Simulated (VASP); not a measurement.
## Quasiparticle energies of AlP in VASP

How does the gap of AlP change from the starting functional to GW? The cell is of the zinc-blende type, one of the forms listed for this formula. The start is a cell from a database of measured crystal structures.

Method: PBE; plane waves and PAW (P_GW, Al_GW), in the first sound run; inputs show where later runs differ, in VASP 6.6.1.

The database entry behind the starting cell differs from later determinations by our own check (0.1 to 0.3 % short, probably kX units), so it need not match the best structure at ambient conditions.

## (1) The structure

The structure is cubic, space group F-43m (No. 216). The conventional cell has a = 5.451 Å, b = 5.451 Å, c = 5.451 Å, α = 90.00°, β = 90.00°, γ = 90.00°. Nearest to P lie 4 Al at 2.36 Å. Nearest to Al lie 4 P at 2.36 Å. Farther neighbours are not listed.

Coordinates:

```xyz
2
Lattice="0.0000 2.7255 2.7255 2.7255 0.0000 2.7255 2.7255 2.7255 0.0000" Properties=species:S:1:pos:R:3 pbc="T T T"
P     4.0882    4.0882    4.0882
Al    0.0000    0.0000    0.0000
```

## (2) Empty bands, functional PBE

ALGO = Exact makes the empty bands from the converged ground state in one step. LOPTICS writes the k-derivatives of the orbitals (WAVEDER), which give the long-wavelength limit of the screening.

INCAR

```
SYSTEM = AlP
PREC = Accurate
ENCUT = 300
ISMEAR = 0
SIGMA = 0.01
LREAL = .FALSE.
GGA = PE
NBANDS = 264
ALGO = Exact
NELM = 1
LWAVE = .TRUE.
LCHARG = .FALSE.
LOPTICS = .TRUE.
NEDOS = 1000
CSHIFT = 0.1
```

POSCAR

```
AlP
1.0
    0.0000000000      2.7255000000      2.7255000000
    2.7255000000      0.0000000000      2.7255000000
    2.7255000000      2.7255000000      0.0000000000
P Al
1 1
Direct
    0.7500000000      0.7500000000      0.7500000000
    0.0000000000      0.0000000000      0.0000000000
```

KPOINTS

```
Automatic mesh
0
Gamma
6 6 6
0 0 0
```

The projector-augmented-wave data sets are P_GW and Al_GW (PBE family, release 64).

Launch:

```bash
$ mpirun -np 8 vasp_std
```

Log:

```text
[banner, memory and clock lines left out]
running    8 mpi-ranks, on    1 nodes
 distrk:  each k-point on    8 cores,    1 groups
 distr:  one band on    1 cores,    8 groups

 POSCAR found type information on POSCAR P Al
 POSCAR found :  2 types and       2 ions
|                                                                             |
|           W    W    AA    RRRRR   N    N  II  N    N   GGGG   !!!           |
|           W    W   A  A   R    R  NN   N  II  NN   N  G    G  !!!           |
|           W    W  A    A  R    R  N N  N  II  N N  N  G       !!!           |
|           W WW W  AAAAAA  RRRRR   N  N N  II  N  N N  G  GGG   !            |
|           WW  WW  A    A  R   R   N   NN  II  N   NN  G    G                |
|           W    W  A    A  R    R  N    N  II  N    N   GGGG   !!!           |
|                                                                             |
|     For optimal performance we recommend to set                             |
|       NCORE = 2 up to number-of-cores-per-socket                            |
|     NCORE specifies how many cores store one orbital (NPAR=cpu/NCORE).      |
|     This setting can greatly improve the performance of VASP for DFT.       |
|     The default, NCORE=1 might be grossly inefficient on modern             |
|     multi-core architectures or massively parallel machines. Do your        |
|     Unfortunately you need to use the default for GW and RPA                |
|     calculations (for HF NCORE is supported but not extensively tested      |
|     yet).                                                                   |
|                                                                             |

 LDA part: xc-table for (Slater+PW92), standard interpolation
 found WAVECAR, reading the header
  number of bands has changed, file:    10 present:   264
  trying to continue reading WAVECAR, but it might fail
 POSCAR, INCAR and KPOINTS ok, starting setup
 FFT: planning ... GRIDC
 FFT: planning ... GRID_SOFT
 FFT: planning ... GRID
 reading WAVECAR
 random initialization beyond band           10
 the WAVECAR file was read successfully
 initial charge from wavefunction
 entering main loop
       N       E                     dE             d eps       ncg     rms          rms(c)
DIA:   1    -0.103617354335E+02   -0.10362E+02    0.00000E+00     0   0.000E+00
   1 F= -.10361735E+02 E0= -.10361735E+02  d E =-.733953E-22
 writing wavefunctions
 optical routines
 imaginary and real dielectric function
 recalculating local potential from charge density
 direction            1
 direction            2
 direction            3
```

The job ended after 6.2 s (8 MPI ranks of AMD EPYC 7R43, shared host; peak memory 0.72 GiB; 35 s of CPU time).

Lines that name or quote the potential files are left out of all logs, and their timing lines are given in words.

Parts of OUTCAR (step 2):

```text
ion  position               nearest neighbor table
   1  0.750  0.750  0.750-   2 2.36   2 2.36   2 2.36   2 2.36
   2  0.000  0.000  0.000-   1 2.36   1 2.36   1 2.36   1 2.36

  LATTYP: Found a face centered cubic cell.
 ALAT       =     5.4510000000

 Subroutine GETGRP returns: Found 24 space group operations
 (whereof 24 operations were pure point group operations)

The static configuration has the point symmetry T_d .

 Found     16 irreducible k-points:

   k-points           NKPTS =     16   k-points in BZ     NKDIM =     16   number of bands    NBANDS=    264

   dimension x,y,z NGX =    24 NGY =   24 NGZ =   24
   dimension x,y,z NGXF=    48 NGYF=   48 NGZF=   48

   ENCUT  =  300.0 eV  22.05 Ry    4.70 a.u.   5.44  5.44  5.44*2*pi/ulx,y,z

   NELECT =       8.0000    total number of electrons

 k-points in reciprocal lattice and weights: Automatic mesh
   0.00000000  0.00000000  0.00000000       0.005
   0.16666667  0.00000000  0.00000000       0.037
   0.33333333  0.00000000  0.00000000       0.037
   0.50000000  0.00000000  0.00000000       0.019
   0.16666667  0.16666667  0.00000000       0.028
   0.33333333  0.16666667  0.00000000       0.111
   0.50000000  0.16666667  0.00000000       0.111
  -0.33333333  0.16666667  0.00000000       0.111
  -0.16666667  0.16666667  0.00000000       0.056
[...]
-0.33333333  0.33333333  0.16666667       0.111
  -0.33333333  0.50000000  0.16666667       0.056

 average (electrostatic) potential at core
       1 -74.3813       2 -53.0360

 E-fermi :   3.9752

 k-point     1 :       0.0000    0.0000    0.0000
  band No.  band energies     occupation
      1      -7.6255      2.00000
      2       3.9108      2.00000
      3       3.9108      2.00000
      4       3.9108      2.00000
      5       7.2535      0.00000
      6       8.4758      0.00000
      7       8.4758      0.00000
      8       8.4758      0.00000
      9      12.7306      0.00000
    ...

 k-point     2 :       0.1667    0.0000    0.0000
  band No.  band energies     occupation
      1      -7.3206      2.00000
      2       2.0358      2.00000
      3       3.6676      2.00000
      4       3.6676      2.00000
      5       7.5600      0.00000
      6       8.9122      0.00000
      7       8.9122      0.00000
      8       9.5988      0.00000
      9      12.0966      0.00000
    ...

 k-point     3 :       0.3333    0.0000    0.0000
  band No.  band energies     occupation
      1      -6.5261      2.00000
      2      -0.4413      2.00000
      3       3.2947      2.00000
      4       3.2947      2.00000
      5       6.9820      0.00000
      6       8.9603      0.00000
      7       8.9603      0.00000
      8      11.8716      0.00000
      9      13.0351      0.00000
    ...

  Total        0.6424458      0.6424458      0.6424458      0.0000000     -0.0000000     -0.0000000
  in kB       25.4201735     25.4201735     25.4201735      0.0000000     -0.0000000     -0.0000000
  external PRESSURE =      25.4201735 kB  Pullay stress =       0.0000000 kB

  energy-cutoff  :      300.00
  volume of cell :       40.49
      direct lattice vectors                 reciprocal lattice vectors
     0.000000000  2.725500000  2.725500000    -0.183452578  0.183452578  0.183452578
     2.725500000  0.000000000  2.725500000     0.183452578 -0.183452578  0.183452578
     2.725500000  2.725500000  0.000000000     0.183452578  0.183452578 -0.183452578

 POSITION                                       TOTAL-FORCE (eV/Angst)
 -----------------------------------------------------------------------------------
      4.08825      4.08825      4.08825        -0.000000     -0.000000     -0.000000
      0.00000      0.00000      0.00000         0.000000      0.000000      0.000000
 -----------------------------------------------------------------------------------
    total drift:                                0.000002      0.000002      0.000002

  FREE ENERGIE OF THE ION-ELECTRON SYSTEM (eV)
  ---------------------------------------------------
  free  energy   TOTEN  =       -10.3617354335 eV

  energy  without entropy=      -10.3617354335  energy(sigma->0) =      -10.36173543

 plasma frequency squared (from intraband transitions) (eV^2)
  --------------------------------------------------------------------------------------
       0.000       0.000       0.000
       0.000       0.000       0.000
       0.000       0.000       0.000

[... 3 further parts left out ...]
```

The gap is read on the k-mesh alone, so it is an upper bound where the band edges lie off the mesh.

Numbers from this step:

* gap on the k-mesh: 1.570 eV
* least direct gap on the k-mesh: 3.343 eV

WAVECAR now holds 264 bands for 8 electrons. Its independent-particle dielectric tensor has xx, yy, zz = 9.5, 9.5, 9.5 on this mesh, which isn't tested for convergence in mesh or bands and lacks local fields.

(Continued in part 2 of 8.)

[Lines on the potential files, build, host, timing and source positions are cut from VASP's logs without a mark.]

[Logs are printed without paths, hosts, clocks, repeated set-up lines and the standing remarks that a program may print on its own settings, such as how far it seeks lower states.]

[Hosts, paths, dates, database ids (printed as entryN), source tags and the programs' standing remarks are cut or masked in the printed files.]

[Pressures printed for these runs are not shown converged in the cutoff: they can be off by several GPa and have the wrong sign.]

[In band tables of VASP the shares of atoms and orbitals are scaled to a sum of 1 inside the atoms' spheres.]
